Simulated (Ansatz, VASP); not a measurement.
## Cross-check of Ga3As2P between VASP and Ansatz

Aim: how closely do two programs agree when they are given the same cell, functional and k mesh? The cell is taken from a series of runs on this material, whose earlier steps may have relaxed, scaled, displaced or heated it; both programs get it as it stands.

Method: plane waves, with VASP 6.6.1 beside it; single point at HSE06, in Ansatz 0.2.0.

## (1) Set-up

The cell holds 12 atoms: 6 Ga, 4 As and 2 P. Cell: a = 3.953 Å, b = 3.953 Å, c = 16.719 Å, α = 90.0°, β = 90.0°, γ = 90.0°. It derives from GaAs. The structure's axis is c.

## (2) Ansatz: single point, HSE06

Ansatz runs on its PAW soft_1 files.

A single point gives forces, pressure and levels at one fixed geometry, so differences don't come from the geometry; what else differs is listed under the comparison.

input.yaml

```yaml
crystal:
  lattice:
    - [3.9526667531, 0.0, 0.0]
    - [0.0, 3.9526667531, 0.0]
    - [0.0, 0.0, 16.7187632196]
  atoms:
    - { symbol: Ga, position: [0.0, 0.0, 0.0395351084] }
    - { symbol: As, position: [0.5, 0.0, 0.1249220021] }
    - { symbol: Ga, position: [0.5, 0.5, 0.2101910291] }
    - { symbol: As, position: [0.0, 0.5, 0.2956087313] }
    - { symbol: Ga, position: [0.0, 0.0, 0.381024283] }
    - { symbol: As, position: [0.5, 0.0, 0.4664398346] }
    - { symbol: Ga, position: [0.5, 0.5, 0.5518575369] }
    - { symbol: As, position: [0.0, 0.5, 0.6371265638] }
    - { symbol: Ga, position: [0.0, 0.0, 0.7225134575] }
    - { symbol: P, position: [0.5, 0.0, 0.8017342396] }
    - { symbol: Ga, position: [0.5, 0.5, 0.881024283] }
    - { symbol: P, position: [0.0, 0.5, 0.9603143264] }
kpoints:
  mp_grid: { grid: [4, 4, 2] }
  band_path:
    path:
      - [0.0, 0.0, 0.0]
      - [0.0, 0.5, 0.0]
      - [0.5, 0.5, 0.0]
      - [0.0, 0.0, 0.5]
      - [0.0, 0.5, 0.5]
      - [0.5, 0.5, 0.5]
    npoints: 1
hamiltonian:
  xc: hse06
  pseudopotentials: { kind: paw, azcp: { folder: soft_1 } }
scf:
  occupations: { method: fixed }
  n_extra_bands: 8
output:
  eigenvalues: true
  write_density: true
  write_potential: true
  elf: true
  volumetric_format: npy
```

The run is started by

```console
> ansatz run input.yaml --threads 2 --pin off --max-ram 73728MiB --backend cuda --events-out ev --progress --plain --runs-dir out --devices 1 --max-vram 13GiB
```

Numbers of over 12 decimals in the logs are rounded to 6 here.

The log of the run:

```text
scf.n_extra_bands = 8 over 74 filled bands (N_el = 148.0): the run solves 82 bands
GPUs: using 1 of 1 available (devices: 1).
Engine: ansatz 0.2.0, x86_64-unknown-linux-gnu
Pseudopotentials: kind: paw
Pseudopotential: Ga, paw, valence charge 13, recommended cutoff 420 eV (normal), soft_1/Ga.paw.azcp
Pseudopotential: As, paw, valence charge 15, recommended cutoff 420 eV (normal), soft_1/As.paw.azcp
Pseudopotential: P, paw, valence charge 5, recommended cutoff 420 eV (normal), soft_1/P.paw.azcp
Functional definition: HSE06
  parameter a = 0.25
  parameter omega = 0.11/bohr
  exchange = pbe_x - a*pbe_x_sr(omega) + a*exact_x_sr(omega)
  correlation = pbe_c
davidson cushion auto → on  (no smearing: the cushion is to keep the highest requested band from converging to the state above it; pin scf.eigensolver.cushion to override)
device memory: the entry about to start is reckoned to put 3.2 GiB on a device that reports 43.9 GiB free (of which the cap on the GPU budget leaves the run 13.0 GiB)
GPU FFT provider: cuFFT
GPU libraries: cuBLAS 13.8.2, cuFFT 12.4.0, cuSOLVER 12.3.4
Crystal: 12 atoms, lattice volume = 261.207 Å³
Basis set: ecut = 420 eV, 5143 PW (Γ)
Bands: 82, of which v1, the nominal top of the filled ones, is band 74 counted from 1 (73 counted from 0)
Symmetry: 8 space group operations
Space group: P-4m2 (ITA 115), of the structure as read, at distance tolerance 6.4e-5 Å
k-points: 12 of 32
Non-local potential: Ga, projectors of the file, l = 0: 2, l = 1: 2, l = 2: 3, l = 3: 1
Non-local potential: As, projectors of the file, l = 0: 2, l = 1: 2, l = 2: 3, l = 3: 1
Non-local potential: P, projectors of the file, l = 0: 2, l = 1: 2, l = 2: 1
PAW form: soft (Blöchl's): semilocal exchange-correlation on the pseudo side does not see the compensation charge
PAW frozen core: Ga, regenerated for the run's functional, and the local potential with it (the file was generated under x = pbe(κ = 0.804, μ = 0.219515), c = pbe(β = 0.066725))
PAW frozen core: As, regenerated for the run's functional, and the local potential with it (the file was generated under x = pbe(κ = 0.804, μ = 0.219515), c = pbe(β = 0.066725))
PAW frozen core: P, regenerated for the run's functional, and the local potential with it (the file was generated under x = pbe(κ = 0.804, μ = 0.219515), c = pbe(β = 0.066725))
PAW one-centre angular grid: Ga, 590 points (default); XC on 64 Gauss nodes
PAW one-centre angular grid: As, 590 points (default); XC on 64 Gauss nodes
PAW one-centre angular grid: P, 110 points (default); XC on 64 Gauss nodes
Initial density: superposition of atomic densities (chi_scale 0.1, normalization cell, long waves kept (reshape's long-wave potential 0.59 eV rms))
Initial wavefunctions: pseudopotential atomic-orbital guess
GPU buffer pool allocated for 87480 grid points (all kernels)
GPU transforms: local potential and band sums: pruned to the plane-wave sphere, on 27×27×120
Functional: x = pbe(κ = 0.804, μ = 0.219515), c = pbe(β = 0.066725), warm-up for x = pbe(κ = 0.804, μ = 0.219515) + 0.25 (exact − pbe) at short range (hse, ω = 0.207870 Å⁻¹), c = pbe(β = 0.066725); HSE06 as pw.x's `hse` composes it (authors' and Libxc's form: `xc: wpbeh`)
SCF iter   1: F=—  HF=-43638.464206 eV  |F-HF|=—  |Δ(HF+E_count)|=         —  Δρ=4.46e-2  dr2=6.25e0  ethr=1.00e-1  ⟨swp⟩=4.9  Hψ=2752  notcnv=0
preconditioner: auto → none  [insulator: Δε(μ)=0.320 eV  Ē_g=13.364 eV  n_scr=76 (ndim 8)  ℏωp=23.9 eV  f_vac=0.000]
SCF iter   2: F=—  HF=-43643.674444 eV  |F-HF|=—  |Δ(HF+E_count)|=    5.21e0  Δρ=3.80e-2  dr2=1.18e2  ethr=4.22e-3  ⟨swp⟩=6.8  Hψ=2880  notcnv=0  defer=2
SCF iter   3: F=—  HF=-43641.101026 eV  |F-HF|=—  |Δ(HF+E_count)|=    2.57e0  Δρ=2.87e-2  dr2=6.84e1  ethr=4.22e-3  ⟨swp⟩=5.8  Hψ=2585  notcnv=0  defer=25
SCF iter   4: F=—  HF=-43638.715543 eV  |F-HF|=—  |Δ(HF+E_count)|=    2.39e0  Δρ=2.01e-2  dr2=5.16e0  ethr=4.22e-3  ⟨swp⟩=2.8  Hψ=2188  notcnv=0  defer=1
SCF iter   5: F=—  HF=-43638.256024 eV  |F-HF|=—  |Δ(HF+E_count)|=   4.60e-1  Δρ=9.68e-3  dr2=1.30e0  ethr=3.48e-3  ⟨swp⟩=2.2  Hψ=2176  notcnv=0
iter 6 solved again at ethr=6.00e-5 eV; its pass at ethr=8.81e-4 eV (dr2=8.88e-2 eV) is discarded
SCF iter   6: F=—  HF=-43638.119664 eV  |F-HF|=—  |Δ(HF+E_count)|=   1.36e-1  Δρ=2.34e-3  dr2=8.47e-2  ethr=6.00e-5  ⟨swp⟩=4.5  Hψ=4566  notcnv=0  defer=1
SCF iter   7: F=—  HF=-43638.111528 eV  |F-HF|=—  |Δ(HF+E_count)|=   8.14e-3  Δρ=1.28e-3  dr2=8.33e-3  ethr=5.72e-5  ⟨swp⟩=3.0  Hψ=2198  notcnv=0  defer=1
SCF iter   8: F=—  HF=-43638.111948 eV  |F-HF|=—  |Δ(HF+E_count)|=   4.20e-4  Δρ=4.65e-4  dr2=2.89e-3  ethr=5.63e-6  ⟨swp⟩=4.4  Hψ=2621  notcnv=0
SCF iter   9: F=—  HF=-43638.111543 eV  |F-HF|=—  |Δ(HF+E_count)|=   4.05e-4  Δρ=2.32e-4  dr2=5.93e-4  ethr=1.95e-6  ⟨swp⟩=3.0  Hψ=2247  notcnv=0
[...]
Functional: x = pbe(κ = 0.804, μ = 0.219515) + 0.25 (exact − pbe) at short range (hse, ω = 0.207870 Å⁻¹), c = pbe(β = 0.066725); HSE06 as pw.x's `hse` composes it (authors' and Libxc's form: `xc: wpbeh`)
Exchange kernel: α = 0.2500, screened, ω = 0.2079 Å⁻¹, Wigner–Seitz truncation, v(0) = 1038.0530 eV·Å³, q-mesh 4×4×2, nearest image of the exchange supercell L = 15.81 Å, pair-density grid 27×27×120, without the augmentation charges, whose exchange is taken in its separable form by FFT convolution over the k-point mesh (the finest that the files' search goes to), smooth part of the exact exchange by density-matrix convolution in up to 7.00 GiB of GPU memory as planned if the GPU has room (build and FFT work areas not counted)
Frozen-core exchange: fock
[...]
preconditioner: auto → none  [insulator: Δε(μ)=1.734 eV  Ē_g=15.909 eV  n_scr=76 (ndim 8)  ℏωp=23.9 eV  f_vac=0.050]
[...]
SCF iter   7: F=—  HF=-43647.329457 eV  |F-HF|=—  |Δ(HF+E_count)|=   1.29e-3  Δρ=2.12e-4  dr2=2.71e-4  ethr=1.49e-7  ⟨swp⟩=4.6  Hψ=2818  notcnv=0
SCF iter   8: F=—  HF=-43647.329438 eV  |F-HF|=—  |Δ(HF+E_count)|=   1.84e-5  Δρ=6.18e-5  dr2=2.71e-4  ethr=1.49e-7  ⟨swp⟩=2.8  Hψ=2194  notcnv=0
SCF iter   9: F=-43647.329391 eV  HF=-43647.329399 eV  |F-HF|=7.27e-6  |Δ(HF+E_count)|=   3.99e-5  Δρ=3.06e-5  dr2=1.85e-5  ethr=1.49e-7  ⟨swp⟩=3.0  Hψ=2216  notcnv=0
SCF 2 stopped early in 9 iterations: F = -43647.329391 eV  dr2 = 1.85e-5
hybrid outer 1: dexx = +6.795e-2 eV, tail = 3.86e-4 eV
GPU FFT provider: cuFFT
GPU libraries: cuBLAS 13.8.2, cuFFT 12.4.0, cuSOLVER 12.3.4
GPU buffer pool allocated for 87480 grid points (all kernels)
GPU transforms: local potential and band sums: pruned to the plane-wave sphere, on 27×27×120
Exchange kernel: α = 0.2500, screened, ω = 0.2079 Å⁻¹, Wigner–Seitz truncation, v(0) = 1038.0530 eV·Å³, q-mesh 4×4×2, nearest image of the exchange supercell L = 15.81 Å, pair-density grid 27×27×120, without the augmentation charges, whose exchange is taken in its separable form by FFT convolution over the k-point mesh (the finest that the files' search goes to), smooth part of the exact exchange by density-matrix convolution in up to 7.00 GiB of GPU memory as planned if the GPU has room (build and FFT work areas not counted)
Frozen-core exchange: fock
SCF iter   1: F=—  HF=-43647.328889 eV  |F-HF|=—  |Δ(HF+E_count)|=         —  Δρ=7.45e-5  dr2=1.90e-5  ethr=1.30e-6  ⟨swp⟩=3.4  Hψ=2355  notcnv=0
preconditioner: auto → none  [insulator: Δε(μ)=1.818 eV  Ē_g=15.730 eV  n_scr=76 (ndim 8)  ℏωp=23.9 eV  f_vac=0.051]
SCF iter   2: F=—  HF=-43647.328894 eV  |F-HF|=—  |Δ(HF+E_count)|=   5.01e-6  Δρ=3.17e-5  dr2=8.14e-6  ethr=9.68e-9  ⟨swp⟩=4.4  Hψ=3763  notcnv=0
SCF iter   3: F=—  HF=-43647.328922 eV  |F-HF|=—  |Δ(HF+E_count)|=   2.77e-5  Δρ=2.58e-5  dr2=1.84e-6  ethr=2.64e-9  ⟨swp⟩=4.8  Hψ=2955  notcnv=0  defer=2
iter 4 solved again at ethr=6.24e-11 eV; its pass at ethr=1.09e-9 eV (dr2=9.24e-8 eV) is discarded
SCF iter   4: F=—  HF=-43647.328921 eV  |F-HF|=—  |Δ(HF+E_count)|=   4.71e-7  Δρ=9.14e-6  dr2=2.89e-7  ethr=6.24e-11  ⟨swp⟩=3.9  Hψ=4837  notcnv=0
SCF iter   5: F=—  HF=-43647.328923 eV  |F-HF|=—  |Δ(HF+E_count)|=   1.33e-6  Δρ=3.60e-6  dr2=1.01e-7  ethr=6.24e-11  ⟨swp⟩=6.2  Hψ=2885  notcnv=0  defer=13
SCF iter   6: F=-43647.328923 eV  HF=-43647.328923 eV  |F-HF|=2.07e-9  |Δ(HF+E_count)|=   2.11e-8  Δρ=9.02e-7  dr2=1.73e-8  ethr=6.24e-11  ⟨swp⟩=3.2  Hψ=2280  notcnv=0
SCF 3 converged in 6 iterations: F = -43647.328923 eV  dr2 = 1.73e-8
  greatest PAW one-centre occupation: 0.999 electrons in one spin orbital (limit 2), on the As atom at site 3 (counted from 0), in its partial waves of l = 2
hybrid outer 2: dexx = +1.117e-5 eV, tail = 3.31e-7 eV, Δε = 4.33e-3 eV (about 1.37e-4 eV left of the loop's levels)
device memory: the entry about to start is reckoned to put 1.6 GiB on a device that reports 48.4 GiB free (of which the cap on the GPU budget leaves the run 13.0 GiB)
NSCF: frozen V_eff on 6 k-points
hybrid SCF converged: 2 outer / 15 inner (+10 warm-up), last move |dexx| = 1.12e-5 eV, tail = 3.31e-7 eV
Stability not checked: this state was not tested for a lower state beside it, because the functional holds exact exchange (a hybrid, or Hartree-Fock), whose exchange loop this test does not read (fock_operator; see scf.lower_state_search)
Free energy (F): -43647.328902 eV
Frozen-core exchange: fock
Harris-Foulkes:  -43647.328902 eV  (|F-HF|=2.07e-9)
Internal energy: -43647.328902 eV  (E = F + TS)
E sigma→0 (E₀):  -43647.328902 eV
Fermi energy:    7.305756 eV
--- Per-component energies (eV) ---
  E_band       = -1770.985107
  E_kinetic    = 1193.095665
  E_local      = -20143.962518  (includes V_loc(G=0)·N_el)
  E_nonlocal   = -2066.741752
  E_hartree    = 11668.285961
  E_xc         = -652.417006
  E_vxc        = -606.043818  (∫ρ·V_xc dr)
  E_exx        = -550.084726  (= α·E_x^exact, valence–valence)
  E_paw        = -20744.397345  (= ΣΔE_a)
  E_vpaw       = -2383.737536  (= ΣTr[D̂ρ^β])
  E_aug_tail   = -0.001236  (compensation charges beyond the density's cutoff)
  E_ewald      = -12348.587199
  E_core_change = -2.518746  (= ΣΔE_core)
  E_smearing   = -0.000000  (= −TS)
  E_closure    = -0.000000  (closes the sum)
  Σ components = -43647.328902   (vs F -43647.328902, Δ=0.00e0)
--- Band table (eV; the first three rows and the last of 12) ---
  k-point 0: bands = [... 70 lower, 6.2931, 7.2853, 7.3058, 7.3058, 9.1252, 9.3133, 9.3151, 9.6341, ... 4 higher]
  k-point 1: bands = [... 70 lower, 6.7969, 6.7969, 7.0787, 7.0787, 9.2471, 9.3004, 9.8990, 9.9184, ... 4 higher]
  k-point 2: bands = [... 70 lower, 6.3977, 6.4164, 6.4556, 7.0348, 9.7678, 9.8457, 9.9676, 10.4495, ... 4 higher]
  k-point 11: bands = [... 70 lower, 4.1192, 4.1558, 4.2164, 4.2164, 9.8882, 9.8882, 10.0402, 10.0402, ... 4 higher]
```

[end of part 1 of 2]

[Lines on the potential files, build, host, timing and source positions are cut from VASP's logs without a mark.]

[Logs are printed without paths, hosts, clocks, repeated set-up lines and the standing remarks that a program may print on its own settings, such as how far it seeks lower states.]

[Hosts, paths, dates, database ids (printed as entryN), source tags and the programs' standing remarks are cut or masked in the printed files.]
